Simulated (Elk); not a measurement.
# Dielectric function and optical constants of InP

Wanted: where InP starts to absorb, how strongly, and its refractive index. The cell comes from an older database entry, whose edges can differ from later determinations, mostly by under a per cent.

Main program and level: Elk 11.2.3 (patched build); DFT, PBE, all-electron APW+lo, Dirac cores, scalar-relativistic bands, independent-particle optical response without local fields.

The database entry behind the starting cell differs from later determinations by our own check (0.1 to 0.3 % short, probably kX units), so it need not match the best structure at ambient conditions.

## 1. Set-up

The structure is cubic, space group F-43m (No. 216). Conventional cell: a = 5.861 Å, b = 5.861 Å, c = 5.861 Å, α = 90.00°, β = 90.00°, γ = 90.00°. Nearest to In lie 4 P at 2.54 Å. Nearest to P lie 4 In at 2.54 Å. Farther neighbours are not listed.

As a file:

```cif
data_structure
_symmetry_space_group_name_H-M 'F-43m'
_symmetry_Int_Tables_number 216
_cell_length_a 5.8610
_cell_length_b 5.8610
_cell_length_c 5.8610
_cell_angle_alpha 90.000
_cell_angle_beta 90.000
_cell_angle_gamma 90.000
_cell_volume 201.33
loop_
_atom_site_label
_atom_site_type_symbol
_atom_site_symmetry_multiplicity
_atom_site_Wyckoff_symbol
_atom_site_fract_x
_atom_site_fract_y
_atom_site_fract_z
_atom_site_occupancy
In1 In 4 a 0.00000 0.00000 0.00000 1
P1 P 4 c 0.25000 0.25000 0.25000 1
```

## 2. Ground state

First the ground state: is it a metal or has it a gap?

This step: DFT, PBE, all-electron APW+lo, Dirac cores, scalar-relativistic bands, ground state (Elk 11.2.3 (patched build)).

File elk.in:

```
tasks
  0
  120

xctype
  20

nempty
  12

lorbcnd
  .true.

rgkmax
  7.0

swidth
  0.0018375

maxscl
  100

epsengy
  1e-05

sppath
  './'

avec
  0.000000000000 5.537842408216 5.537842408216
  5.537842408216 0.000000000000 5.537842408216
  5.537842408216 5.537842408216 0.000000000000

atoms
  2
  'In.in'
  1
  0.000000000000 0.000000000000 0.000000000000   0.000 0.000 0.000
  'P.in'
  1
  0.750000000000 0.750000000000 0.750000000000   0.000 0.000 0.000

ngridk
  10 10 10
```

Launch:

```sh
OMP_NUM_THREADS=4 elk
```

Numbers of over 12 decimals in the logs are rounded to 6 here.

Output:

```text
┌─────────────────────────┐
│ Elk code version 11.2.3 │
└─────────────────────────┘

All units are atomic (Hartree, Bohr, etc.)

┌─────────────────────────────────────────────────┐
│ Ground-state run starting from atomic densities │
└─────────────────────────────────────────────────┘

Lattice vectors :
   0.000000000       5.537842408       5.537842408
   5.537842408       0.000000000       5.537842408
   5.537842408       5.537842408       0.000000000

Reciprocal lattice vectors :
 -0.5672954234      0.5672954234      0.5672954234
  0.5672954234     -0.5672954234      0.5672954234
  0.5672954234      0.5672954234     -0.5672954234

Unit cell volume      :    339.6657631
Brillouin zone volume :   0.7302773503

Muffin-tin inner radius fraction :   0.1000000000E-01

Nuclei treated as point charges

Species : 1 (In)
 parameters loaded from : In.in
 name : indium
 nuclear charge    :   -49.00000000
 electronic charge :    49.00000000
 atomic mass :    209300.4102
 muffin-tin radius :    2.570702446
 number of radial points in muffin-tin :   1193
 inner part over the whole radius :   0.9975627384E-02
 number on inner part of muffin-tin    :    850
 approximate nuclear radius :   0.8768807633E-04
 number of mesh points to nuclear radius :    427
 atomic positions (lattice), magnetic fields (Cartesian) :
  1 :   0.00000000  0.00000000  0.00000000    0.00000000  0.00000000  0.00000000

Species : 2 (P)
 parameters loaded from : P.in
 name : phosphorus
 nuclear charge    :   -15.00000000
 electronic charge :    15.00000000
 atomic mass :    56461.71230
 muffin-tin radius :    2.175209762
 number of radial points in muffin-tin :    793
 inner part over the whole radius :   0.9830389588E-02
 number on inner part of muffin-tin    :    553
 approximate nuclear radius :   0.6081821256E-04
 number of mesh points to nuclear radius :    249
 atomic positions (lattice), magnetic fields (Cartesian) :
  1 :   0.75000000  0.75000000  0.75000000    0.00000000  0.00000000  0.00000000

Total number of atoms per unit cell :    2
Total muffin-tin volume :    114.2727190
 ratio of muffin-tin to unit cell volume :   0.3364269568

Spin treatment :
 spin-unpolarised

Number of Bravais lattice symmetries :   48
Number of crystal symmetries         :   24
Crystal has no inversion symmetry
Complex Hermitian eigensolver will be used

k-point grid :     10    10    10
k-point offset :    0.000000000       0.000000000       0.000000000
k-point set is reduced with full crystal symmetry group
Total number of k-points :       73

Muffin-tin radius times maximum |G+k| :    7.000000000
 using average radius
Maximum |G+k| for APW functions       :    2.949907075
Maximum (1/2)|G+k|²                   :    4.350975876
Maximum |G| for potential and density :    12.00000000
Constant for pseudocharge density :    8
 order of it for each species :   15  15
 order of it for pair densities of each species (exact exchange by exxq0 0: 15) :   11   7
Radial integration step length :    1

G-vector grid sizes :     30    30    30
Number of G-vectors :     9841

Maximum angular momentum used for
 APW functions            :    8
 outer part of muffin-tin :    6
 inner part of muffin-tin :    2

Total nuclear charge    :   -64.00000000
Total core charge       :    40.00000000
Total valence charge    :    24.00000000
Total excess charge     :    0.000000000
Total electronic charge :    64.00000000

Effective Wigner radius, rₛ :    1.082084219

Number of empty states         :     24
Total number of valence states :     37
Total number of core states    :     40

Conduction state local-orbitals added automatically
Third-order local-orbitals added for an l without core states : F
Total number of local-orbitals :    120

Exchange-correlation functional :     20     0     0
 Perdew-Burke-Ernzerhof, Phys. Rev. Lett. 77, 3865 (1996)
 gradient requirement :    1
 generalised gradient approximation (GGA)

Smearing type :    3
 Fermi-Dirac
Smearing width :   0.1837500000E-02
Effective electronic temperature (K) :    580.2366081

Mixing type :    3
 Broyden mixing, J. Phys. A: Math. Gen. 17, L317 (1984)

Kohn-Sham potential initialised from atomic data

┌──────────────────────────────┐
│ Self-consistent loop started │
└──────────────────────────────┘

┌─────────────────┐
│ Loop number : 1 │
└─────────────────┘

Energies :
 Fermi                       :     0.62660272886471E-01
 sum of occupied eigenvalues :     -3738.9400863311
 electron kinetic            :      6523.3856818315
 core electron kinetic       :      6305.3751807761
 Coulomb                     :     -12565.865264001
 Coulomb potential           :     -10021.409935257
 nuclear-nuclear             :     -596.74385424626
 electron-nuclear            :     -13928.058610668
 Hartree                     :      1958.9372009128
 Madelung                    :     -7555.1602963728
 xc potential                :     -240.91583290556
 exchange                    :     -180.03488998211
 correlation                 :     -3.222058
 electron entropic           :    -0.58606759227087E-09
 total energy                :     -6225.7365296547

Density of states at Fermi energy :   0.1188629297E-04
 (states/Hartree/unit cell)

Estimated indirect band gap :   0.4781594515E-01
 from k-point 1 to k-point 1
Estimated direct band gap   :   0.4781594515E-01
 at k-point 1

Charges :
 core                        :    40.00000000
 valence                     :    24.00000000
 interstitial                :    3.238749130
 muffin-tins (core leakage)
  species : 1 (In)
   atom 1                    :    47.21127130     (  0.1595487663E-03)
  species : 2 (P)
   atom 1                    :    13.54997957     (  0.3562287315E-03)
 total in muffin-tins        :    60.76125087
 total calculated charge     :    63.99922392
 total charge                :    64.00000000
 error                       :   0.7760771744E-03

┌─────────────────┐
│ Loop number : 2 │
└─────────────────┘

Energies :
 Fermi                       :     0.63808985000166E-01
 sum of occupied eigenvalues :     -3738.9183360887
 electron kinetic            :      6523.0860041316
 core electron kinetic       :      6305.1368495140
 Coulomb                     :     -12565.893196683
 Coulomb potential           :     -10021.363814511
 nuclear-nuclear             :     -596.74385424626
 electron-nuclear            :     -13928.159083458
 Hartree                     :      1959.0097410208
 Madelung                    :     -7555.2112894277
 xc potential                :     -240.64052570958
 exchange                    :     -180.03569982013
 correlation                 :     -3.222136
 electron entropic           :    -0.64564265392065E-09
 total energy                :     -6226.0650281226

Density of states at Fermi energy :   0.1319121187E-04
 (states/Hartree/unit cell)

Estimated indirect band gap :   0.4742723654E-01
 from k-point 1 to k-point 1
Estimated direct band gap   :   0.4742723654E-01
 at k-point 1

Charges :
 core                        :    40.00000000
 valence                     :    24.00000000
 interstitial                :    3.240183306
 muffin-tins (core leakage)
  species : 1 (In)
   atom 1                    :    47.21524419     (  0.1594026385E-03)
  species : 2 (P)
   atom 1                    :    13.54457250     (  0.3565251006E-03)
 total in muffin-tins        :    60.75981669
 total calculated charge     :    63.99922528
 total charge                :    64.00000000
 error                       :   0.7747220344E-03

RMS change in Kohn-Sham potential (target) :   0.3909236454     (  0.1000000000E-05)
Absolute change in total energy (target)   :   0.3284984679     (  0.1000000000E-04)

[... 13 loops left out ...]

┌──────────────────┐
│ Loop number : 16 │
└──────────────────┘

Energies :
 Fermi                       :     0.174017
 sum of occupied eigenvalues :     -3733.8130249848
 electron kinetic            :      6524.2258678342
 core electron kinetic       :      6304.8921292933
 Coulomb                     :     -12566.330032594
 Coulomb potential           :     -10019.192629555
 nuclear-nuclear             :     -596.74385424626
 electron-nuclear            :     -13931.114419842
 Hartree                     :      1961.5282414939
 Madelung                    :     -7556.7337178167
 xc potential                :     -238.84626326361
 exchange                    :     -180.04194336911
 correlation                 :     -3.225453
 electron entropic           :    -0.12232769911654E-06
 total energy                :     -6225.3715610659

Density of states at Fermi energy :   0.4205037341E-02
 (states/Hartree/unit cell)

Estimated indirect band gap :   0.2595270709E-01
 from k-point 1 to k-point 1
Estimated direct band gap   :   0.2595270709E-01
 at k-point 1

Charges :
 core                        :    40.00000000
 valence                     :    24.00000000
 interstitial                :    3.303031755
 muffin-tins (core leakage)
  species : 1 (In)
   atom 1                    :    47.40502392     (  0.1536797592E-03)
  species : 2 (P)
   atom 1                    :    13.29194432     (  0.3612108403E-03)
 total in muffin-tins        :    60.69696824
 total calculated charge     :    63.99930470
 total charge                :    64.00000000
 error                       :   0.6952976244E-03

RMS change in Kohn-Sham potential (target) :   0.8789720378E-08 (  0.1000000000E-05)
Absolute change in total energy (target)   :   0.4356683348E-05 (  0.1000000000E-04)

Convergence targets achieved

┌──────────────────┐
│ Loop number : 17 │
└──────────────────┘

Energies :
 Fermi                       :     0.174017
 sum of occupied eigenvalues :     -3733.8130252414
 electron kinetic            :      6524.2258676071
 core electron kinetic       :      6304.8921291067
 Coulomb                     :     -12566.330032553
 Coulomb potential           :     -10019.192629534
 nuclear-nuclear             :     -596.74385424626
 electron-nuclear            :     -13931.114419767
 Hartree                     :      1961.5282414598
 Madelung                    :     -7556.7337177864
 xc potential                :     -238.84626331443
 exchange                    :     -180.04194336591
 correlation                 :     -3.225453
 electron entropic           :    -0.12232775286368E-06
 total energy                :     -6225.3715612491

Density of states at Fermi energy :   0.4205039423E-02
 (states/Hartree/unit cell)

Estimated indirect band gap :   0.2595270529E-01
 from k-point 1 to k-point 1
Estimated direct band gap   :   0.2595270529E-01
 at k-point 1

Charges :
 core                        :    40.00000000
 valence                     :    24.00000000
 interstitial                :    3.303031755
 muffin-tins (core leakage)
  species : 1 (In)
   atom 1                    :    47.40502392     (  0.1536797590E-03)
  species : 2 (P)
   atom 1                    :    13.29194433     (  0.3612108420E-03)
 total in muffin-tins        :    60.69696825
 total calculated charge     :    63.99930470
 total charge                :    64.00000000
 error                       :   0.6952976420E-03

┌──────────────────────────────┐
│ Self-consistent loop stopped │
└──────────────────────────────┘

Warning : core states of species 1 leak from the muffin-tin :   0.1536797590E-03

Warning : core states of species 2 leak from the muffin-tin :   0.3612108420E-03

Wrote STATE.OUT
```

Wall time 18 s (4 threads of Arm Neoverse V1, shared host); peak memory 0.09 GiB; 62 s of CPU time.

Read-outs, printed or worked out from the files:

```
total energy           : -6225 Ha
Fermi energy           : 4.735 eV
DOS at the Fermi level : 1.55e-4 states/eV/cell
gap on the k-mesh      : 0.7062 eV
direct gap on the mesh : 0.7062 eV
```

There is a gap, 0.71 eV on this mesh (points off the mesh can give less), so no carriers' term is needed.

## 3. Independent particles

The spectrum is a sum over vertical transitions between filled and empty bands at the fixed density, so many empty bands are needed.

This step: DFT, PBE, all-electron APW+lo, Dirac cores, scalar-relativistic bands, independent-particle optical response without local fields (Elk 11.2.3 (patched build)).

elk.in, as its differences from that of step 2:

```diff
@@ -1,4 +1,6 @@
 tasks
-  0
-  120
+  121
+
+optcomp
+  1 1
 
@@ -17,9 +19,7 @@
 swidth
-  0.0018375
+  0.0055124
 
-maxscl
-  100
-
-epsengy
-  1e-05
+wplot
+  400 100 0
+  0.0 0.51449
```

Launch:

```sh
OMP_NUM_THREADS=4 elk
```

Output:

```text
┌─────────────────────────────────┐
│ Elk code version 11.2.3 started │
└─────────────────────────────────┘

Info(readinput): the functional depends on the density's gradient
 muffin-tin radial points multiplied by    2.00000
 (not where nrmtscf is given)

┌────────────────────┐
│ Current task : 121 │
└────────────────────┘
Info(checkmt): changed muffin-tin radius of species 1 (In) from   2.6000 to   2.5707
Info(checkmt): changed muffin-tin radius of species 2 (P) from   2.2000 to   2.1752

Info(dielectric):
 dielectric tensor written to EPSILON_ij.OUT
 optical conductivity written to SIGMA_ij.OUT
 for components
  i = 1, j = 1

┌──────────────────┐
│ Elk code stopped │
└──────────────────┘
```

The job ended after 1.4 s (4 threads; peak memory 0.04 GiB; 5.7 s of CPU time).

Numbers from this step:

* electronic dielectric constant ε∞, mean over x, y and z (by symmetry where fewer were run): 12.81

Sum at mesh points, not converged in k; values under the direct gap are tails of Lorentzian lines. Table of Im ε, E ∥ x by photon energy; read off at these points:

| photon energy (eV) | Im ε, E ∥ x |
| --- | --- |
| 0.000 | 0 |
| 0.250 | 0.407 |
| 0.500 | 1.66 |
| 0.750 | 4.33 |
| 1.000 | 1.38 |
| 1.250 | 1.26 |
| 1.500 | 3.19 |
| 1.610 | 4.79 |
| 1.750 | 3.44 |
| 2.000 | 3.58 |
| 2.250 | 8.92 |
| 2.415 | 9.71 |
| 2.500 | 8.91 |
| 2.750 | 7.85 |
| 3.000 | 9.74 |
| 3.250 | 10.5 |
| 3.290 | 10.8 |
| 3.500 | 8.73 |
| 3.750 | 9.49 |
| 4.000 | 17.7 |
| 4.200 | 24.6 |
| 4.250 | 24.0 |
| 4.500 | 11.9 |
| 4.750 | 12.0 |
| 5.000 | 16.8 |
| 5.250 | 10.8 |
| 5.500 | 8.65 |
| 5.750 | 9.47 |
| 6.000 | 6.59 |
| 6.250 | 6.31 |
| 6.500 | 5.76 |
| 6.750 | 4.77 |
| 7.000 | 3.84 |
| 7.250 | 3.53 |
| 7.500 | 3.09 |
| 7.750 | 2.97 |
| 8.000 | 2.32 |
| 8.250 | 2.15 |
| 8.500 | 1.93 |
| 8.750 | 1.79 |
| 9.000 | 1.59 |
| 9.250 | 1.68 |
| 9.500 | 1.41 |
| 9.750 | 1.02 |
| 10.000 | 1.13 |
| 10.250 | 1.13 |
| 10.500 | 0.858 |
| 10.750 | 0.747 |
| 11.000 | 0.724 |
| 11.250 | 0.630 |
| 11.500 | 0.602 |
| 11.750 | 0.553 |
| 12.000 | 0.483 |
| 12.250 | 0.484 |
| 12.500 | 0.482 |
| 12.750 | 0.458 |
| 13.000 | 0.438 |
| 13.250 | 0.351 |
| 13.500 | 0.318 |
| 13.750 | 0.280 |

The reflectivity at normal incidence, E ∥ x has structure finer than the step of the table below, so its rows give means over 0.5 eV, whole bins alone (the curve runs from 0 to 14.0 eV). Peaks (eV: height): 4.34: 57.3, 5.21: 58.6, 5.84: 57.1, 7.00: 58.1, 7.91: 57.5, 9.76: 59.1, 10.57: 57.8.

Sum at mesh points, not converged in k. The reflectivity at normal incidence, E ∥ x by photon energy; means over each step:

| photon energy (eV) | reflectivity at normal incidence, E ∥ x (%) |
| --- | --- |
| 0.5 | 33.1 |
| 1.0 | 29.3 |
| 1.5 | 33.0 |
| 2.0 | 35.4 |
| 2.5 | 36.0 |
| 3.0 | 36.8 |
| 3.5 | 36.2 |
| 4.0 | 46.9 |
| 4.5 | 49.6 |
| 5.0 | 51.4 |
| 5.5 | 51.8 |
| 6.0 | 54.1 |
| 6.5 | 53.5 |
| 7.0 | 56.0 |
| 7.5 | 53.8 |
| 8.0 | 56.0 |
| 8.5 | 54.2 |
| 9.0 | 51.8 |
| 9.5 | 55.1 |
| 10.0 | 51.6 |
| 10.5 | 55.6 |
| 11.0 | 53.3 |
| 11.5 | 50.9 |
| 12.0 | 49.3 |
| 12.5 | 43.0 |
| 13.0 | 42.2 |
| 13.5 | 41.1 |

Sum at mesh points, not converged in k; values under the direct gap are tails of Lorentzian lines. Loss function −Im 1/ε at q → 0, E ∥ x against energy loss; read off at these points:

| energy loss (eV) | loss function −Im 1/ε at q → 0, E ∥ x |
| --- | --- |
| 0.0 | 0 |
| 0.5 | 0.00841 |
| 1.0 | 0.0117 |
| 1.5 | 0.0153 |
| 2.0 | 0.0153 |
| 2.5 | 0.0491 |
| 3.0 | 0.0433 |
| 3.5 | 0.0533 |
| 4.0 | 0.0357 |
| 4.5 | 0.0795 |
| 5.0 | 0.0592 |
| 5.5 | 0.105 |
| 6.0 | 0.106 |
| 6.5 | 0.115 |
| 7.0 | 0.123 |
| 7.5 | 0.160 |
| 8.0 | 0.176 |
| 8.5 | 0.206 |
| 9.0 | 0.287 |
| 9.5 | 0.269 |
| 10.0 | 0.407 |
| 10.5 | 0.342 |
| 11.0 | 0.473 |
| 11.5 | 0.647 |
| 12.0 | 0.814 |
| 12.5 | 1.09 |
| 13.0 | 1.40 |
| 13.5 | 2.19 |

Optical constants at common wavelengths, from n + ik = √ε:

| wavelength (nm) | n | k | R (%) | 1/α |
| --- | --- | --- | --- | --- |
| 1550 | 3.23 | 0.540 | 29.0 | 229 nm |
| 1064 | 3.45 | 0.166 | 30.4 | 509 nm |
| 633 | 3.80 | 0.416 | 34.5 | 121 nm |
| 450 | 3.53 | 1.114 | 35.1 | 32 nm |
| 405 | 3.58 | 1.397 | 37.5 | 23 nm |
| 308 | 4.24 | 2.200 | 47.5 | 11 nm |
| 248 | 2.82 | 2.987 | 52.0 | 6.6 nm |

Below the direct gap, k and the depth come from the tails of the Lorentzian lines, not from transitions.

Rows near the edge hang on the gap, which this functional as a rule makes too small, and phonon-assisted absorption is left out.

## 4. Summary of results

```
electronic dielectric constant ε∞, mean over x, y and z (by symmetry where fewer were run) (independent particles) : 12.8
```

What this shows: At this level (PBE, independent particles) InP has ε∞ = 12.8 and n = 3.23 at 1550 nm. On the mesh the gap is 0.71 eV and the least direct gap 0.71 eV. Excitons and phonon-assisted transitions are missing, and so are local fields; PBE gaps are as a rule too small, which pulls the onset down and ε∞ up. Spin-orbit coupling is left out although heavy atoms are present. The sum runs over mesh points 0.19 Å⁻¹ apart with no interpolation, so peaks are partly noise of the mesh; over so small a direct gap single mesh points weigh heavily, so ε∞, n and their changes from run to run can be far off.

[Machine, clock and banner lines and Python warnings are left out of the logs.]

[Logs are printed without paths, hosts, clocks, repeated set-up lines and the standing remarks that a program may print on its own settings, such as how far it seeks lower states.]

[Hosts, paths, dates, database ids (printed as entryN), source tags and the programs' standing remarks are cut or masked in the printed files.]
